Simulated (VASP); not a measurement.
# EuO (series) (Fm-3m) in VASP: further runs

Runs on EuO (series). Level: PBE. Tasks: single point.

Everything below comes from runs of VASP 6.6.1. Logs are shortened: lines on timing, memory, paths and dates and some standing lists are left out, and cuts for length are marked.

**Measured values to compare with.**

A printed reference work, monograph reports, for a bulk crystal of EuO at 300 K: band gap 1.115 eV (optical).

The runs below are set against these values where they give the same quantity.

### 1 The crystal as given

It takes space group Fm-3m (No. 225, cubic). The conventional cell has a = 5.144 Å, b = 5.144 Å, c = 5.144 Å, α = 90.00°, β = 90.00°, γ = 90.00°. Around Eu (site symmetry m-3m) lie 6 O at 2.57 Å. Around O (site symmetry m-3m) lie 6 Eu at 2.57 Å.

### 2 Single point, PBE, collinear spin, typed start

File INCAR:

```
PREC     = Accurate       # precision mode
ENCUT    = 520            # plane-wave cutoff, eV
EDIFF    = 1E-7           # SCF threshold, eV
ISMEAR   = 0              # smearing method
SIGMA    = 0.1            # smearing width, eV
LREAL    = F              # projectors in reciprocal space
LASPH    = T              # aspherical terms in the spheres
NELM     = 150            # most SCF steps
ALGO     = Normal         # electronic algorithm
ISIF     = 2              # what is computed and relaxed
LWAVE    = F              # write WAVECAR
LCHARG   = T              # write CHGCAR
ISPIN    = 2              # spin polarisation
MAGMOM   = 7.28 0         # initial moments
LORBIT   = 11             # projections on sites
LMAXMIX  = 6              # l up to which the mixer works
GGA      = PE             # functional
LELF     = T              # ELF
LVHAR    = T            
NBANDS   = 22             # bands
```

File KPOINTS:

```
regular mesh
0
Gamma
  6 6 6
```

File POSCAR:

```
EuO
1.0
    0.0000000000      2.5719500000      2.5719500000
    2.5719500000      0.0000000000      2.5719500000
    2.5719500000      2.5719500000      0.0000000000
Eu O
1 1
Direct
    0.0000000000      0.0000000000      0.0000000000
    0.5000000000      0.5000000000      0.5000000000
```

Potentials or basis: VASP PAW PBE potentials, release 64 (Eu, O).

Started as:

```console
$ cat potpaw_PBE.64/Eu/POTCAR potpaw_PBE.64/O/POTCAR > POTCAR
$ mpirun -np 1 vasp_std > vasp.out
```

OUTCAR:

```text
PREC = Accurate
   ENCUT = 520
   EDIFF = 1E-7
   ISMEAR = 0
   LREAL = F
   LASPH = T
   NELM = 150
   ISIF = 2
   ISPIN = 2
   LORBIT = 11
   GGA = PE

 ion  position               nearest neighbor table
   1  0.000  0.000  0.000-   2 2.57   2 2.57   2 2.57   2 2.57   2 2.57   2 2.57
   2  0.500  0.500  0.500-   1 2.57   1 2.57   1 2.57   1 2.57   1 2.57   1 2.57

  LATTYP: Found a face centered cubic cell.
 ALAT       =     5.1439000000

  Lattice vectors:

 A1 = (   0.0000000000,   2.5719500000,   2.5719500000)
 A2 = (   2.5719500000,   0.0000000000,   2.5719500000)
 A3 = (   2.5719500000,   2.5719500000,   0.0000000000)

Analysis of symmetry for initial positions (statically):
=====================================================================
 Subroutine PRICEL returns:
 Original cell was already a primitive cell.

 Routine SETGRP: Setting up the symmetry group for a
 face centered cubic supercell.

 Subroutine GETGRP returns: Found 48 space group operations
 (whereof 48 operations were pure point group operations)
 out of a pool of 48 trial point group operations.

The static configuration has the point symmetry O_h .

Analysis of symmetry for dynamics (positions and initial velocities):
=====================================================================
 Subroutine PRICEL returns:
 Original cell was already a primitive cell.

 Routine SETGRP: Setting up the symmetry group for a
 face centered cubic supercell.

 Subroutine GETGRP returns: Found 48 space group operations
 (whereof 48 operations were pure point group operations)
 out of a pool of 48 trial point group operations.

The dynamic configuration has the point symmetry O_h .

Analysis of structural, dynamic, and magnetic symmetry:
=====================================================================
 Subroutine PRICEL returns:
 Original cell was already a primitive cell.

 Routine SETGRP: Setting up the symmetry group for a
 face centered cubic supercell.

 Subroutine GETGRP returns: Found 48 space group operations
 (whereof 48 operations were pure point group operations)
 out of a pool of 48 trial point group operations.

The overall configuration has the point symmetry O_h .

 Subroutine INISYM returns: Found 48 space group operations
 (whereof 48 operations are pure point group operations),
 and found     1 'primitive' translations

----------------------------------------------------------------------------------------

                                     Primitive cell

  volume of cell :      34.0265

  direct lattice vectors                    reciprocal lattice vectors
     0.000000000  2.571950000  2.571950000    -0.194405023  0.194405023  0.194405023
     2.571950000  0.000000000  2.571950000     0.194405023 -0.194405023  0.194405023
     2.571950000  2.571950000  0.000000000     0.194405023  0.194405023 -0.194405023

  length of vectors
     3.637286572  3.637286572  3.637286572     0.336719378  0.336719378  0.336719378

  position of ions in fractional coordinates (direct lattice)
     0.000000000  0.000000000  0.000000000
     0.500000000  0.500000000  0.500000000

  ion indices of the primitive-cell ions
   primitive index   ion index
                 1           1
                 2           2

----------------------------------------------------------------------------------------

 KPOINTS: regular mesh

Automatic generation of k-mesh.
 Grid dimensions read from file:
 generate k-points for:    6    6    6

 Generating k-lattice:

  Cartesian coordinates                     Fractional coordinates (reciprocal lattice)
    -0.032400837  0.032400837  0.032400837     0.166666667  0.000000000  0.000000000
     0.032400837 -0.032400837  0.032400837     0.000000000  0.166666667  0.000000000
     0.032400837  0.032400837 -0.032400837     0.000000000  0.000000000  0.166666667

  Length of vectors
     0.056119896  0.056119896  0.056119896

  Shift w.r.t. Gamma in fractional coordinates (k-lattice)
     0.000000000  0.000000000  0.000000000

 Subroutine IBZKPT returns following result:
 ===========================================

 Found     16 irreducible k-points:

 Following reciprocal coordinates:
            Coordinates               Weight
  0.000000  0.000000  0.000000      1.000000
  0.166667  0.000000  0.000000      8.000000
  0.333333  0.000000  0.000000      8.000000
  0.500000  0.000000  0.000000      4.000000
  0.166667  0.166667  0.000000      6.000000
  0.333333  0.166667  0.000000     24.000000
[... 8 lines left out ...]
 -0.333333  0.333333  0.166667     24.000000
 -0.333333  0.500000  0.166667     12.000000
   k-points           NKPTS =     16   k-points in BZ     NKDIM =     16   number of bands    NBANDS=     22
   number of dos      NEDOS =    301   number of ions     NIONS =      2
   total plane-waves  NPLWV =  21952
   dimension x,y,z NGX =    28 NGY =   28 NGZ =   28
   dimension x,y,z NGXF=    56 NGYF=   56 NGZF=   56
   ions per type =               1   1
   NGX,Y,Z   is equivalent  to a cutoff of  12.80, 12.80, 12.80 a.u.
   NGXF,Y,Z  is equivalent  to a cutoff of  25.60, 25.60, 25.60 a.u.
 SYSTEM =  unknown system
   PREC   = accura    normal or accurate (medium, high low for compatibility)
   ISTART =      0    job   : 0-new  1-cont  2-samecut
   ICHARG =      2    charge: 1-file 2-atom 10-const
   ISPIN  =      2    spin polarized calculation?
   LNONCOLLINEAR =      F non collinear calculations
   LSORBIT =      F    spin-orbit coupling
   LASPH  =      T    aspherical Exc in radial PAW
   ENCUT  =  520.0 eV  38.22 Ry    6.18 a.u.   6.76  6.76  6.76*2*pi/ulx,y,z
   NELM   =    150;   NELMIN=  2; NELMDL= -5     # of ELM steps
   EDIFF  = 0.1E-06   stopping-criterion for ELM
   LREAL  =      F    real-space projection
   EDIFFG = 0.1E-05   stopping-criterion for IOM
   NSW    =      0    number of steps for IOM
   IBRION =     -1    ionic relax: 0-MD 1-quasi-New 2-CG
   NFREE  =      0    steps in history (QN), initial steepest desc. (CG)
   ISIF   =      2    stress and relaxation
   ISYM   =      2    0-nonsym 1-usesym 2-fastsym
   POTIM  = 0.5000    time-step for ionic-motion
   TEBEG  =    0.0;   TEEND  =   0.0 temperature during run
   PSTRESS=    0.0 pullay stress
   NELECT =      23.0000    total number of electrons
   NUPDOWN=      -1.0000    fix difference up-down
   EMIN   =  10.00;   EMAX   =-10.00  energy-range for DOS
   EFERMI =   0.00;   METHOD = LEGACY
   ISMEAR =     0;   SIGMA  =   0.10  broadening in eV -4-tet -1-fermi 0-gaus
   EFERMI_NEDOS =   21; number of points for ismear=-14 and -15
   IALGO  =     38    algorithm
   IMIX   =      4    mixing-type and parameters
     AMIX     =   0.40;   BMIX     =  1.00
     AMIX_MAG =   1.60;   BMIX_MAG =  1.00
  volume/ion in A,a.u.               =      17.01       114.81
  Fermi-wavevector in a.u.,A,eV,Ry     =   1.436740  2.715045 28.085452  2.064223
  Thomas-Fermi vector in A             =   2.555895
   LORBIT       =     11    0 simple, 1 ext, 2 COOP (PROOUT), +10 PAW based schemes
   GGA     = PE    functional components
   LHFCALC =     F    Hartree Fock is set to
   AEXX    =    0.0000 exact exchange contribution
   IVDW    =     0    specifies the selected vdW correction
   LEPSILON=     F    determine dielectric tensor
   LRPA    =     F    only Hartree local field effects (RPA)
 spin polarized calculation
 Gauss-broadening in eV      SIGMA  =   0.10
  energy-cutoff  :      520.00
  volume of cell :       34.03
 maximum number of plane-waves:       941
   NGX = 13   NGY = 13   NGZ = 13

 number of electron      22.9999993 magnetization       6.9723035

 Free energy of the ion-electron system (eV)
  ---------------------------------------------------
  ext. energy  EPLUGINS =         0.00000000
  ---------------------------------------------------
  free energy    TOTEN  =       -22.02200967 eV

  energy without entropy =      -22.01627530  energy(sigma->0) =      -22.01914248

 E-fermi :   4.7061     XC(G=0): -10.8635

 val. band max:        4.6716379882   @ k =   0.1667   0.1667   0.0000
 cond. band min:       4.7514898557   @ k =   0.0000   0.0000   0.0000
 fundamental gap:      0.0798518675
 Fermi energy:         4.7061112423

 spin component 1

 k-point     1 :       0.0000    0.0000    0.0000
  band No.  band energies     occupation
      1     -36.8269      1.00000
      2     -15.2276      1.00000
      3     -15.2276      1.00000
      4     -15.2276      1.00000
      5     -14.0343      1.00000
      6       0.8317      1.00000
[... 14 lines left out ...]
     21       8.5504      0.00000
     22      13.7484      0.00000

 k-point     2 :       0.1667    0.0000    0.0000
  band No.  band energies     occupation
      1     -36.8040      1.00000
      2     -15.8671      1.00000
      3     -15.2499      1.00000
      4     -15.2499      1.00000
      5     -13.4542      1.00000
      6       0.0766      1.00000
[... 14 lines left out ...]
     21       9.3517      0.00000
     22      15.2488      0.00000
[... 308 lines left out ...]
      6      -0.4533      1.00000
[... 14 lines left out ...]
     21      13.5237      0.00000
     22      14.4685      0.00000

 k-point    16 :      -0.3333    0.5000    0.1667
  band No.  band energies     occupation
      1     -36.7055      1.00000
      2     -15.9838      1.00000
      3     -15.9135      1.00000
      4     -15.7114      1.00000
      5     -13.4474      1.00000
      6       0.0207      1.00000
[... 14 lines left out ...]
     21      13.4434      0.00000
     22      14.2023      0.00000
 Fermi energy:         4.7061112423

 spin component 2

 k-point     1 :       0.0000    0.0000    0.0000
  band No.  band energies     occupation
      1     -33.7740      1.00000
      2     -14.1175      1.00000
      3     -12.9267      1.00000
      4     -12.9267      1.00000
      5     -12.9267      1.00000
      6       0.8998      1.00000
[... 14 lines left out ...]
     21       9.6692      0.00000
     22      15.6939      0.00000

 k-point     2 :       0.1667    0.0000    0.0000
  band No.  band energies     occupation
      1     -33.7444      1.00000
      2     -14.7014      1.00000
      3     -12.9502      1.00000
      4     -12.9502      1.00000
      5     -12.4404      1.00000
      6       0.2515      1.00000
[... 14 lines left out ...]
     21      10.5255      0.00000
     22      17.0226      0.00000
[... 323 lines left out ...]
     21      14.7642      0.00000
     22      15.9002      0.00000

 k-point    16 :      -0.3333    0.5000    0.1667
  band No.  band energies     occupation
      1     -33.6177      1.00000
      2     -14.7074      1.00000
      3     -13.8463      1.00000
      4     -13.5179      1.00000
      5     -12.5313      1.00000
      6       0.1040      1.00000
[... 14 lines left out ...]
     21      14.6827      0.00000
     22      15.6600      0.00000

------------------------ aborting loop because EDIFF is reached ----------------------------------------

  FORCE on cell =-STRESS in cart. coord.  units (eV):
  Direction    XX          YY          ZZ          XY          YZ          ZX
  --------------------------------------------------------------------------------------
  -------------------------------------------------------------------------------------
  Total       -0.9511695     -0.9511695     -0.9511695      0.0000000     -0.0000000     -0.0000000
  in kB      -44.7868953    -44.7868953    -44.7868953      0.0000000     -0.0000000     -0.0000000
  external PRESSURE =     -44.7868953 kB  Pullay stress =       0.0000000 kB

 VOLUME and BASIS-vectors are now :
 -----------------------------------------------------------------------------
  energy-cutoff  :      520.00
  volume of cell :       34.03
      direct lattice vectors                 reciprocal lattice vectors
     0.000000000  2.571950000  2.571950000    -0.194405023  0.194405023  0.194405023
     2.571950000  0.000000000  2.571950000     0.194405023 -0.194405023  0.194405023
     2.571950000  2.571950000  0.000000000     0.194405023  0.194405023 -0.194405023

 POSITION                                       TOTAL-FORCE (eV/Angst)
 -----------------------------------------------------------------------------------
      0.00000      0.00000      0.00000         0.000000      0.000000     -0.000000
      2.57195      2.57195      2.57195        -0.000000     -0.000000      0.000000
 -----------------------------------------------------------------------------------
    total drift:                                0.000000      0.000000      0.000000

  FREE ENERGIE OF THE ION-ELECTRON SYSTEM (eV)
  ---------------------------------------------------
  free  energy   TOTEN  =       -22.0220096677 eV

  energy  without entropy=      -22.0162752970  energy(sigma->0) =      -22.01914248

 total charge

# of ion       s       p       d       f       tot
--------------------------------------------------
    1        2.031   5.764   0.390   6.615  14.801
    2        1.555   3.391   0.000   0.000   4.946
--------------------------------------------------
tot          3.586   9.155   0.390   6.615  19.746

 magnetization (x)

# of ion       s       p       d       f       tot
--------------------------------------------------
    1       -0.012  -0.107   0.143   6.565   6.589
    2       -0.004  -0.093   0.000   0.000  -0.097
--------------------------------------------------
tot         -0.016  -0.200   0.143   6.565   6.492
```

Wall time 49 s (1 thread of Intel Xeon Platinum 8488C (Sapphire Rapids), shared host); peak memory 0.19 GiB.

Results:

| Property | Result |
| --- | --- |
| Free energy | -22.0220 eV |
| Pressure | -4.5 GPa |
| Band gap on the k mesh | none (metal or under the smearing width) |
| Net moment | 6.97 μB per cell |
| Site moments | Eu +6.59; O -0.10 μB |
| Valence electrons inside the program's atomic spheres | Eu 14.80; O 4.95 |

Levels at points of the mesh, in eV from the Fermi level:
Spin up:
```tsv
k point	band 12	band 13	band 14	band 15	band 16	band 17	band 18	band 19
(0.00, 0.00, 0.00)	-0.25	-0.25	0.05	0.05	0.05	1.61	1.61	1.61
(0.50, 0.00, 0.00)	-0.29	-0.29	-0.28	-0.25	2.22	4.32	4.32	4.70
(0.50, 0.50, 0.00)	-0.38	-0.38	-0.30	-0.06	-0.06	3.37	5.70	6.55
```
Spin down:
```tsv
k point	band 6	band 7	band 8	band 9	band 10	band 11
(0.00, 0.00, 0.00)	-3.81	-3.81	-3.81	0.65	2.72	2.72
(0.50, 0.00, 0.00)	-5.79	-4.86	-4.86	3.04	3.68	4.13
(0.50, 0.50, 0.00)	-3.85	-3.76	-3.76	-0.23	4.15	4.25
```

Caveat: spin-orbit coupling is left out, which moves the levels of the heavy elements; a cell with one magnetic atom can't hold antiferromagnetic order, which such compounds often take; without U or exact exchange the open f shell lies at the Fermi level, which spoils levels, moments and volumes. The state reached can hang on the start; a lower one may exist.

### 3 Single point, PBE, collinear spin, typed start

File INCAR:

```
SYSTEM = EuO
  PREC = Accurate
  ENCUT = 520
  EDIFF = 1E-6
  ISMEAR = 0
  SIGMA = 0.1
  LREAL = .FALSE.
  LASPH = .TRUE.
  NELM = 150
  ALGO = Fast
  ISIF = 2
  LWAVE = .FALSE.
  LCHARG = .FALSE.
  ISPIN = 2
  MAGMOM = 7.28 0
  LORBIT = 11
  LMAXMIX = 6
  GGA = PE
  NBANDS = 22
```

File KPOINTS:

```
Automatic mesh
0
G
  14 14 14
  0 0 0
```

POSCAR is that of step 2.

Potentials or basis: VASP PAW PBE potentials, release 64 (Eu, O).

Started as:

```console
$ cat potpaw_PBE.64/Eu/POTCAR potpaw_PBE.64/O/POTCAR > POTCAR
$ mpirun -np 1 vasp_std > vasp.out
```

Wall time 6.2 min (1 thread of Intel Xeon Platinum 8488C (Sapphire Rapids), shared host); peak memory 0.28 GiB.

Results (log left out):

```yaml
Free_energy: -22.0192 eV
Pressure: -4.5 GPa
Band_gap_on_the_k_mesh: none (metal or under the smearing width)
Net_moment: 6.97 μB per cell
Site_moments: Eu +6.59; O -0.10 μB
Valence_electrons_inside_the_program's_atomic_spheres: Eu 14.80; O 4.95
```

Levels at points of the mesh, in eV from the Fermi level:
Spin up:
```csv
k point,band 11,band 12,band 13,band 14,band 15,band 16,band 17,band 18,band 19,band 20
"(0.00, 0.00, 0.00)",-0.26,-0.26,-0.26,0.04,0.04,0.04,1.60,1.60,1.64,3.84
"(0.50, 0.00, 0.00)",-0.50,-0.29,-0.29,-0.29,-0.25,2.21,4.32,4.32,4.69,7.58
"(0.50, 0.50, 0.00)",-0.41,-0.38,-0.38,-0.31,-0.06,-0.06,3.37,5.69,6.54,6.54
```
Spin down:
| k point | band 6 | band 7 | band 8 | band 9 | band 10 | band 11 |
| --- | --- | --- | --- | --- | --- | --- |
| (0.00, 0.00, 0.00) | -3.81 | -3.81 | -3.81 | 0.64 | 2.71 | 2.71 |
| (0.50, 0.00, 0.00) | -5.80 | -4.87 | -4.87 | 3.03 | 3.67 | 4.13 |
| (0.50, 0.50, 0.00) | -3.86 | -3.77 | -3.77 | -0.24 | 4.15 | 4.25 |

Caveat: spin-orbit coupling is left out, which moves the levels of the heavy elements; a cell with one magnetic atom can't hold antiferromagnetic order, which such compounds often take; without U or exact exchange the open f shell lies at the Fermi level, which spoils levels, moments and volumes. The state reached can hang on the start; a lower one may exist.

### 4 Comparison with measurements

Step 2. Measured gap of EuO: 1.115 eV (optical; 300 K; a printed reference work, monograph). This calculation gives 0.00 eV (-1.11 eV). So large a miss can be the level of theory's own, or it may mean another phase, state or a wrong row. Spin-orbit coupling on Eu is left out. The value is that of PBE on a finite k mesh, which can miss the band edges, without temperature or zero-point motion. Semilocal functionals fall short of measured gaps as a rule. The run's magnetic order (collinear spin, typed start) needn't be the measured crystal's.

Step 3. Measured gap of EuO: 1.115 eV (optical; 300 K; a printed reference work, monograph). This calculation gives 0.00 eV (-1.11 eV). So large a miss can be the level of theory's own, or it may mean another phase, state or a wrong row. Spin-orbit coupling on Eu is left out. The value is that of PBE on a finite k mesh, which can miss the band edges, without temperature or zero-point motion. Semilocal functionals fall short of measured gaps as a rule. The run's magnetic order (collinear spin, typed start) needn't be the measured crystal's.
